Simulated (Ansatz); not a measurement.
This Ansatz 0.2.0 run on TiO2 (Anatase) needs a look.

The input input.yaml:

```yaml
crystal:
  lattice:
    - [-1.8921, 1.8921, 4.7573]
    - [1.8921, -1.8921, 4.7573]
    - [1.8921, 1.8921, -4.7573]
  atoms:
    - { symbol: Ti, position: [0.75, 0.25, 0.5] }
    - { symbol: Ti, position: [0.0, 0.0, 0.0] }
    - { symbol: O, position: [0.7919, 0.7919, 0.0] }
    - { symbol: O, position: [0.5419, 0.0419, 0.5] }
    - { symbol: O, position: [0.9581, 0.4581, 0.5] }
    - { symbol: O, position: [0.2081, 0.2081, 0.0] }
hamiltonian:
  xc: pbe
  pseudopotentials: { kind: paw }
  hubbard: { sites: [{ species: O, l: f, u_eff: 30.0 }] }
kpoints:
  mp_grid: { grid: [10, 10, 10] }
scf:
  occupations: { method: fermi_dirac, width: 0.05 }
  max_iter: 60
output:
  forces: true
  stress: true
  eigenvalues: true
relax:
  f_tol: 0.01
  max_steps: 40
  cell: { stress_tol: 0.05 }
```

Potentials or basis: Ansatz PAW.

Launch:

```sh
$ ansatz run input.yaml --threads 2 --pin off --max-ram 5632MiB --backend cpu --events-out ev --progress --plain --runs-dir out
```

Output:

```text
Error: inconsistent input (hamiltonian.hubbard.sites[].l, hamiltonian.hubbard.sites[].shell): the file of O doesn't list 4f, and it can't be added: PBE doesn't bind the shell 4f of the free atom, whose level lies at +1.15 eV. Type an atom or ion with it (hamiltonian.pseudopotentials.projection_atoms), take another file or name another shell
```

**Question.** Diagnose the run.

**Answer.** The input was rejected before any iteration. The input holds a flaw that was put in on purpose: a U on a shell that isn't there (hamiltonian.hubbard = {"sites": [{"species": "O", "l": "f", "u_eff": 30.0}]}).

A sound run on the same cell differs in these lines of the main input:
```diff
@@ -16 +15,0 @@
-  hubbard: { sites: [{ species: O, l: f, u_eff: 30.0 }] }
@@ -21 +19,0 @@
-  max_iter: 60
```
